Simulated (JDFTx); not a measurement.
# Ge (Fd-3m) in JDFTx: notebook

One crystal, Ge, is run at these levels: PBEsol; tasks: equation of state.

Program: JDFTx 1.7.0 (patched build). These are calculated values, not measurements. Logs are shortened: lines on timing, memory, paths and dates and some standing lists are left out, and cuts for length are marked. The log counts tension as positive stress, the text compression.

**The experiment to reproduce.**

From “Sub-monolayer structures of Ag overlayers on Ge(111): experimental observations and first-principles study”, 2019, arxiv:1908.00180, for a bulk crystal of Ge: bulk modulus 75.8 GPa.

How close the calculation comes is told below.

## Step 1: Starting point

The structure is cubic, space group Fd-3m (No. 227). The conventional cell has a = 5.658 Å, b = 5.658 Å, c = 5.658 Å, α = 90.00°, β = 90.00°, γ = 90.00°. Around Ge (site symmetry -43m) lie 4 Ge at 2.45 Å.

## Step 2: Equation of state, PBEsol, 21.28 Å³/atom (volume scaled by 0.94)

File Ge.in:

```
lattice \
    0.0000000000     2.7711609388     2.7711609388 \
    2.7711609388     0.0000000000     2.7711609388 \
    2.7711609388     2.7711609388     0.0000000000
latt-scale 1.889726124626 1.889726124626 1.889726124626
coords-type Lattice
ion Ge     0.7500000000     0.7500000000     0.7500000000 1
ion Ge     0.5000000000     0.5000000000     0.5000000000 1

ion-species pseudo/Ge.upf
elec-cutoff 39 312
elec-ex-corr gga-PBEsol
kpoint-folding 8 8 8
elec-smearing Fermi 0.0018374661
elec-n-bands 21
electronic-SCF nIterations 100 energyDiffThreshold 1e-09
electronic-minimize nIterations 30 energyDiffThreshold 1e-7
forces-output-coords Cartesian

dump-name run.$VAR
dump End Ecomponents EigStats BandEigs Kpoints Forces Stress
```

Potentials or basis: PseudoDojo-SR-PBEsol-0.4.1-standard with smoothed tails.

The run is started by

```sh
$ jdftx -c 1 -i Ge.in -o Ge.out
```

Output:

```text
*************** JDFTx 1.7.0 (patched build) ***************

Input parsed successfully to the following command list (including defaults):
[... the input with its defaults ...]

---------- Setting up symmetries ----------

Found 48 point-group symmetries of the bravais lattice
Found 48 space-group symmetries with basis
Applied RMS atom displacement 0 bohrs to make symmetries exact.

---------- Initializing the Grid ----------
R =
[            0      5.23674      5.23674  ]
[      5.23674            0      5.23674  ]
[      5.23674      5.23674            0  ]
unit cell volume = 287.218
G =
[  -0.599914   0.599914   0.599914  ]
[   0.599914  -0.599914   0.599914  ]
[   0.599914   0.599914  -0.599914  ]
Minimum fftbox size, Smin = [  60  60  60  ]
Chosen fftbox size, S = [  60  60  60  ]

---------- Initializing tighter grid for wavefunction operations ----------
R =
[            0      5.23674      5.23674  ]
[      5.23674            0      5.23674  ]
[      5.23674      5.23674            0  ]
unit cell volume = 287.218
G =
[  -0.599914   0.599914   0.599914  ]
[   0.599914  -0.599914   0.599914  ]
[   0.599914   0.599914  -0.599914  ]
Minimum fftbox size, Smin = [  44  44  44  ]
Chosen fftbox size, S = [  48  48  48  ]

---------- Exchange Correlation functional ----------
Initalized PBEsol GGA exchange.
Initalized PBEsol GGA correlation.

---------- Setting up pseudopotentials ----------
Width of ionic core gaussian charges (only for fluid interactions / plotting) set to 0

Reading pseudopotential file 'pseudo/Ge.upf':
  'Ge' pseudopotential, 'PBESOL' functional
  Generated using ONCVPSP code by D. R. Hamann
  14 valence electrons, 3 orbitals, 6 projectors, 1001 radial grid points, with lMax = 2
    3D    l: 2   occupation: 10.0   eigenvalue: -1.077211
    4S    l: 0   occupation:  2.0   eigenvalue: -0.431575
    4P    l: 1   occupation:  2.0   eigenvalue: -0.143216
  Core radius for overlap checks: 1.83 bohrs.

Initialized 1 species with 2 total atoms.

Folded 1 k-points by 8x8x8 to 512 k-points.

---------- Setting up k-points, bands, fillings ----------
Reduced to 29 k-points under symmetry.
Computing the number of bands and number of electrons
Calculating initial fillings.
nElectrons:  28.000000   nBands: 21   nStates: 29

----- Setting up reduced wavefunction bases (one per k-point) -----
average nbasis = 3342.205 , ideal nbasis = 3341.202

---------- Setting up ewald sum ----------
Optimum gaussian width for ewald sums = 2.378435 bohr.
Real space sum over 1331 unit cells with max indices [  5  5  5  ]
Reciprocal space sum over 2197 terms with max indices [  6  6  6  ]

---------- Allocating electronic variables ----------
Initializing wave functions:  linear combination of atomic orbitals
Note: number of bands (21) exceeds available atomic orbitals (18)
Ge pseudo-atom occupations:   s ( 2 )  p ( 2 )  d ( 10 )
	FillingsUpdate:  mu: +0.393246536  nElectrons: 28.000000
LCAOMinimize: Iter:   0  F: -159.8461729538202007  |grad|_K:  4.397e-05  alpha:  1.000e+00
	FillingsUpdate:  mu: +0.393175365  nElectrons: 28.000000
LCAOMinimize: Iter:   1  F: -159.8461850799151023  |grad|_K:  5.800e-07  alpha:  9.808e-01  linmin: -1.583e-02  cgtest:  2.247e-01
LCAOMinimize: Encountered beta<0, resetting CG.
	FillingsUpdate:  mu: +0.393178789  nElectrons: 28.000000
LCAOMinimize: Iter:   2  F: -159.8461850818897574  |grad|_K:  3.331e-08  alpha:  9.169e-01  linmin: -1.492e-03  cgtest:  1.621e-02
	FillingsUpdate:  mu: +0.393178688  nElectrons: 28.000000
LCAOMinimize: Iter:   3  F: -159.8461850818973744  |grad|_K:  2.571e-09  alpha:  8.976e-01  linmin: -1.754e-01  cgtest:  9.751e-01
LCAOMinimize: Encountered beta<0, resetting CG.
LCAOMinimize: Converged (|Delta F|<1.000000e-06 for 2 iters).

-------- Electronic minimization -----------
Will mix electronic density at each iteration.
	FillingsUpdate:  mu: +0.393178688  nElectrons: 28.000000
	FillingsUpdate:  mu: +0.377116857  nElectrons: 28.000000
SCF: Cycle:  0   F: -159.890015763545222   dF: -4.383e-02   |Residual|: 4.963e-02   |deigs|: 1.841e-01
	FillingsUpdate:  mu: +0.379770050  nElectrons: 28.000000
SCF: Cycle:  1   F: -159.891035381211509   dF: -1.020e-03   |Residual|: 2.758e-02   |deigs|: 5.779e-03
	FillingsUpdate:  mu: +0.384057027  nElectrons: 28.000000
SCF: Cycle:  2   F: -159.891245075323837   dF: -2.097e-04   |Residual|: 4.285e-03   |deigs|: 4.356e-03
	FillingsUpdate:  mu: +0.384190171  nElectrons: 28.000000
SCF: Cycle:  3   F: -159.891249124784935   dF: -4.049e-06   |Residual|: 1.967e-03   |deigs|: 8.078e-04
	FillingsUpdate:  mu: +0.384611260  nElectrons: 28.000000
SCF: Cycle:  4   F: -159.891250577533981   dF: -1.453e-06   |Residual|: 5.303e-04   |deigs|: 4.914e-04
	FillingsUpdate:  mu: +0.384667574  nElectrons: 28.000000
SCF: Cycle:  5   F: -159.891250697130488   dF: -1.196e-07   |Residual|: 4.548e-04   |deigs|: 1.329e-04
	FillingsUpdate:  mu: +0.384666786  nElectrons: 28.000000
SCF: Cycle:  6   F: -159.891250747204225   dF: -5.007e-08   |Residual|: 4.707e-05   |deigs|: 1.222e-04
	FillingsUpdate:  mu: +0.384674295  nElectrons: 28.000000
SCF: Cycle:  7   F: -159.891250753837113   dF: -6.633e-09   |Residual|: 3.389e-05   |deigs|: 4.234e-05
	FillingsUpdate:  mu: +0.384672550  nElectrons: 28.000000
SCF: Cycle:  8   F: -159.891250755992615   dF: -2.156e-09   |Residual|: 1.630e-05   |deigs|: 3.171e-05
	FillingsUpdate:  mu: +0.384672266  nElectrons: 28.000000
SCF: Cycle:  9   F: -159.891250756483771   dF: -4.912e-10   |Residual|: 4.968e-06   |deigs|: 2.799e-05
	FillingsUpdate:  mu: +0.384671771  nElectrons: 28.000000
SCF: Cycle: 10   F: -159.891250756570997   dF: -8.723e-11   |Residual|: 1.881e-05   |deigs|: 3.753e-05
SCF: Converged (|Delta E|<1.000000e-09 for 2 iters).

Setting wave functions to eigenvectors of Hamiltonian

# Stress tensor in Cartesian coordinates [Eh/a0^3]:
[ -0.000190813            0            0  ]
[            0 -0.000190813            0  ]
[            0            0 -0.000190813  ]

# Ionic positions in lattice coordinates:
ion Ge   0.750000000000000   0.750000000000000   0.750000000000000 1
ion Ge   0.500000000000000   0.500000000000000   0.500000000000000 1

# Forces in Cartesian coordinates:
force Ge   0.000000000000000  -0.000000000000000  -0.000000000000000 1
force Ge   0.000000000000000   0.000000000000000   0.000000000000000 1

# Energy components:
   Eewald =     -100.8082681265045153
       EH =       54.0643310761196076
     Eloc =     -128.1612179861917298
      Enl =      -94.2718435195748725
      Exc =      -43.2273280152952921
 Exc_core =       18.5098983091945186
       KE =      134.0031882744165728
-------------------------------------
     Etot =     -159.8912399878357178
       TS =        0.0000107687352866
-------------------------------------
        F =     -159.8912507565709973

IonicMinimize: Iter:   0  F: -159.891250756570997  |grad|_K:  1.788e-35
IonicMinimize: Converged (|grad|_K<1.000000e-04).

#--- Lowdin population analysis ---
# oxidation-state Ge +0.021 +0.021

Dumping 'run.eigStats' ...
	eMin: -0.539951 at state 19 ( [ +0.000000 +0.375000 -0.375000 ] spin 0 )
	HOMO: +0.379449 at state 0 ( [ +0.000000 +0.000000 +0.000000 ] spin 0 )
	mu  : +0.384672
	LUMO: +0.391062 at state 4 ( [ +0.000000 +0.000000 +0.500000 ] spin 0 )
	eMax: +0.899603 at state 19 ( [ +0.000000 +0.375000 -0.375000 ] spin 0 )
	HOMO-LUMO gap: +0.011612
	Optical gap  : +0.020617 at state 0 ( [ +0.000000 +0.000000 +0.000000 ] spin 0 )
Done!
```

It took 1.9 min on 1 thread of Arm Neoverse V1, shared host; peak memory 0.14 GiB.

What came out:

* Free energy: -4350.8626 eV
* Pressure: 5.6 GPa
* Band gap on the k mesh: 0.32 eV, indirect (least direct gap 0.56 eV)

## Step 3: Equation of state, PBEsol, 21.73 Å³/atom (volume scaled by 0.96)

Changes to Ge.in since step 2:

```diff
@@ -1,5 +1,5 @@
 lattice \
-    0.0000000000     2.7711609388     2.7711609388 \
-    2.7711609388     0.0000000000     2.7711609388 \
-    2.7711609388     2.7711609388     0.0000000000
+    0.0000000000     2.7906767997     2.7906767997 \
+    2.7906767997     0.0000000000     2.7906767997 \
+    2.7906767997     2.7906767997     0.0000000000
 latt-scale 1.889726124626 1.889726124626 1.889726124626
```

Potentials or basis: PseudoDojo-SR-PBEsol-0.4.1-standard with smoothed tails.

The run is started by

```sh
$ jdftx -c 1 -i Ge.in -o Ge.out
```

Run time: 2.1 min. Hardware: 1 thread of Arm Neoverse V1, shared host; peak memory 0.15 GiB.

The run converged. Its results:

* Free energy: -4350.8891 eV
* Pressure: 3.7 GPa
* Band gap on the k mesh: 0.25 eV, indirect (least direct gap 0.36 eV)

## Step 4: Equation of state, PBEsol, 22.19 Å³/atom (volume scaled by 0.98)

Changes to Ge.in since step 3:

```diff
@@ -1,5 +1,5 @@
 lattice \
-    0.0000000000     2.7906767997     2.7906767997 \
-    2.7906767997     0.0000000000     2.7906767997 \
-    2.7906767997     2.7906767997     0.0000000000
+    0.0000000000     2.8099234548     2.8099234548 \
+    2.8099234548     0.0000000000     2.8099234548 \
+    2.8099234548     2.8099234548     0.0000000000
 latt-scale 1.889726124626 1.889726124626 1.889726124626
```

The run is started by

```sh
$ jdftx -c 1 -i Ge.in -o Ge.out
```

Wall time 2.1 min (1 thread of Arm Neoverse V1, shared host); peak memory 0.15 GiB.

The run converged. Its results:

```
Free energy            : -4350.9056 eV
Pressure               : 2.1 GPa
Band gap on the k mesh : 0.17 eV, direct
```

## Step 5: Equation of state, PBEsol, 22.64 Å³/atom

Changes to Ge.in since step 4:

```diff
@@ -1,5 +1,5 @@
 lattice \
-    0.0000000000     2.8099234548     2.8099234548 \
-    2.8099234548     0.0000000000     2.8099234548 \
-    2.8099234548     2.8099234548     0.0000000000
+    0.0000000000     2.8289100000     2.8289100000 \
+    2.8289100000     0.0000000000     2.8289100000 \
+    2.8289100000     2.8289100000     0.0000000000
 latt-scale 1.889726124626 1.889726124626 1.889726124626
```

The run is started by

```sh
$ jdftx -c 1 -i Ge.in -o Ge.out
```

Run time: 2 min. Hardware: 1 thread of Arm Neoverse V1, shared host; peak memory 0.16 GiB.

Results (log left out):

* Free energy: -4350.9134 eV
* Pressure: 0.6 GPa
* Band gap on the k mesh: none (metal or under the smearing width)

## Step 6: Equation of state, PBEsol, 23.09 Å³/atom (volume scaled by 1.02)

Changes to Ge.in since step 5:

```diff
@@ -1,5 +1,5 @@
 lattice \
-    0.0000000000     2.8289100000     2.8289100000 \
-    2.8289100000     0.0000000000     2.8289100000 \
-    2.8289100000     2.8289100000     0.0000000000
+    0.0000000000     2.8476450493     2.8476450493 \
+    2.8476450493     0.0000000000     2.8476450493 \
+    2.8476450493     2.8476450493     0.0000000000
 latt-scale 1.889726124626 1.889726124626 1.889726124626
```

Potentials or basis: PseudoDojo-SR-PBEsol-0.4.1-standard with smoothed tails.

The run is started by

```sh
$ jdftx -c 1 -i Ge.in -o Ge.out
```

Run time: 2.2 min. Hardware: 1 thread of Arm Neoverse V1, shared host; peak memory 0.16 GiB.

The run converged. Its results:

```yaml
Free_energy: -4350.9134 eV
Pressure: -0.7 GPa
Band_gap_on_the_k_mesh: none (metal or under the smearing width)
```

## Step 7: Equation of state, PBEsol, 23.54 Å³/atom (volume scaled by 1.04)

Changes to Ge.in since step 6:

```diff
@@ -1,5 +1,5 @@
 lattice \
-    0.0000000000     2.8476450493     2.8476450493 \
-    2.8476450493     0.0000000000     2.8476450493 \
-    2.8476450493     2.8476450493     0.0000000000
+    0.0000000000     2.8661367691     2.8661367691 \
+    2.8661367691     0.0000000000     2.8661367691 \
+    2.8661367691     2.8661367691     0.0000000000
 latt-scale 1.889726124626 1.889726124626 1.889726124626
```

The run is started by

```sh
$ jdftx -c 1 -i Ge.in -o Ge.out
```

Wall time 2.1 min (1 thread of Arm Neoverse V1, shared host); peak memory 0.17 GiB.

It converged, with:

| Quantity | Value |
| --- | --- |
| Free energy | -4350.9064 eV |
| Pressure | -1.8 GPa |
| Band gap on the k mesh | none (metal or under the smearing width) |

## Step 8: Equation of state, PBEsol, 24.00 Å³/atom (volume scaled by 1.06)

Changes to Ge.in since step 7:

```diff
@@ -1,5 +1,5 @@
 lattice \
-    0.0000000000     2.8661367691     2.8661367691 \
-    2.8661367691     0.0000000000     2.8661367691 \
-    2.8661367691     2.8661367691     0.0000000000
+    0.0000000000     2.8843929095     2.8843929095 \
+    2.8843929095     0.0000000000     2.8843929095 \
+    2.8843929095     2.8843929095     0.0000000000
 latt-scale 1.889726124626 1.889726124626 1.889726124626
```

The run is started by

```sh
$ jdftx -c 1 -i Ge.in -o Ge.out
```

Wall time 2.2 min (1 thread of Arm Neoverse V1, shared host); peak memory 0.16 GiB.

Results (log left out):

* Free energy: -4350.8931 eV
* Pressure: -2.9 GPa
* Band gap on the k mesh: none (metal or under the smearing width)

## Step 9: Equation of state, PBEsol

Potentials or basis: PseudoDojo-SR-PBEsol-0.4.1-standard with smoothed tails.

This step only gathers the single runs of the series.

Results:

```
Equilibrium volume                      : 22.86 Å³/atom
Bulk modulus                            : 66 GPa
Pressure derivative of the bulk modulus : 4.8 (rough: it moves with the points fitted)
```

Energy against volume, from the lowest point:
| volume (Å³/atom) | energy (meV/atom) |
| --- | --- |
| 21.281 | 25.43 |
| 21.733 | 12.15 |
| 22.186 | 3.90 |
| 22.639 | 0.03 |
| 23.092 | 0.00 |
| 23.545 | 3.50 |
| 23.997 | 10.17 |

## Step 10: How close it comes

Step 9. A measured bulk modulus of Ge is 75.8 GPa (quoted in “Sub-monolayer structures of Ag overlayers on Ge(111): experimental observations and first-principles study”, 2019, arxiv:1908.00180); the calculated 66 GPa misses it by -12.8 %. The fit is for a static lattice scaled at fixed shape and fixed fractional positions. The cell as given is a measured one (22.64 Å³/atom); PBEsol puts the equilibrium volume +1.0 % from it, thermal expansion not counted.
